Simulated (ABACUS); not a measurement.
The system is I.

```
CELL_PARAMETERS angstrom
-1.61746 1.61746 4.26481
1.61746 -1.61746 4.26481
1.61746 1.61746 -4.26481
ATOMIC_POSITIONS crystal
I 0.00000 0.00000 0.00000
```

```yaml
Program: ABACUS 3.10.1
Task: single point
Functional: PBE
Potentials_or_basis: PseudoDojo NC SR 0.4.1 PBE standard
Cutoff: 966 eV
Density_cutoff: 3864 eV
Basis: plane waves
k_mesh: 11 × 11 × 11
Occupations: fermi-dirac, width 0.05 eV
Spin: no spin polarisation
```

On this cell: pressure 0.2 GPa; band gap on the k mesh none (metal or under the smearing width).

The same run follows on a disturbed copy (cell strained at random at fixed volume):

```
I
1.0
    -1.58994    1.63206    4.23669
     1.68421   -1.64020    4.27552
     1.55534    1.60560   -4.23977
I
1
Direct
  0.00275 0.01163 0.01539
```

Q: What changes?

A: The energy (extrapolated to zero smearing) moves by -0.0 meV/atom; pressure 0.1 GPa; band gap on the k mesh none (metal or under the smearing width).

Stress tensor (GPa, compression positive):
```
 0.10 -0.02 -0.03
-0.02 -0.02  0.00
-0.03  0.00  0.16
```

Caveats: an odd number of electrons without spin polarisation forces a metal; a magnetic or distorted state may lie lower.
